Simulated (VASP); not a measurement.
# SrTiO3 (Tausonite): elastic constants with r2SCAN

SrTiO3 (Tausonite):

```
Sr Ti O
1.0
     3.91220    0.00000    0.00000
     0.00000    3.91220    0.00000
     0.00000    0.00000    3.91220
Sr Ti O
1 1 3
Direct
  0.50000 0.50000 0.50000
  0.00000 0.00000 0.00000
  0.50000 0.00000 0.00000
  0.00000 0.50000 0.00000
  0.00000 0.00000 0.50000
```

```yaml
Program: VASP 6.6.1
Task: elastic constants
Functional: r2SCAN
Potentials_or_basis: VASP PAW PBE potentials, release 64 (Sr_sv, Ti_sv, O)
Cutoff: 600 eV
k_mesh: 8 × 8 × 8
Occupations: gaussian, width 0.03 eV
Spin: no spin polarisation
Ions_in_elastic_constants: relaxed
Further_INCAR_settings: ALGO = Normal; EDIFF = 1e-08; IBRION = 6; POTIM = 0.015; NSW = 1; ISIF = 3
```

| Property | Result |
| --- | --- |
| Elastic constants C11, C12, C44 | 352, 107, 122 GPa |
| Voigt bulk modulus | 188 GPa |
| Highest phonon frequency at Γ, LO-TO splitting left out | 540 cm⁻¹ |

Phonon frequencies in cm⁻¹ (negative: imaginary):
```tsv
q point	frequencies
(0.000, 0.000, 0.000)	-5 -5 -5 35 35 35 167 167 167 249 249 249 540 540 540
```

Elastic tensor in Voigt notation (GPa, in the Cartesian axes of the cell as first typed):
```
352 107 107   0   0   0
107 352 107   0   0   0
107 107 352   0   0   0
  0   0   0 122   0   0
  0   0   0   0 122   0
  0   0   0   0   0 122
```

Clamped-ion elastic tensor (GPa):
```
352 107 107   0   0   0
107 352 107   0   0   0
107 107 352   0   0   0
  0   0   0 122   0   0
  0   0   0   0 122   0
  0   0   0   0   0 122
```

Wall time 49 min on 2 MPI ranks on Intel(R) Xeon(R) Platinum 8488C (Sapphire Rapids), with other jobs on the host, peak memory 0.56 GiB a rank.

Caveat: the PAW data sets were made with another functional, which shifts forces and pressure a little.
